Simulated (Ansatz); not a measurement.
**Sc in Ansatz: the effect of functional**

Crystal: Sc.

```
Sc
1.0
     3.26428    0.00000    0.00000
    -1.63214    2.82695    0.00000
     0.00000    0.00000    5.20203
Sc
2
Cartesian
  1.6321 0.9423 3.9015
  0.0000 1.8846 1.3005
```

The cell isn't the ideal one: volume scaled by 0.96.

Alike in all runs:

```yaml
Program: Ansatz 0.2.0
Task: single point
Potentials_or_basis: Ansatz PAW
k_mesh: 9 × 9 × 5
Occupations: fermi-dirac, width 0.05 eV
Spin: no spin polarisation
```

```csv
functional,cutoff,pressure (GPa)
LDA,420 eV (not typed: the program's choice for these potentials),-3.4
r2SCAN,500 eV (not typed: the program's choice for these potentials),?
PBE,420 eV (not typed: the program's choice for these potentials),1.6
```

What does the run with functional r2SCAN give?

Pressure 2.3 GPa.

Caveats: the PAW data sets come from PBE, with cores solved anew for the run's functional, which leaves a small shift of forces and pressure (some runs).
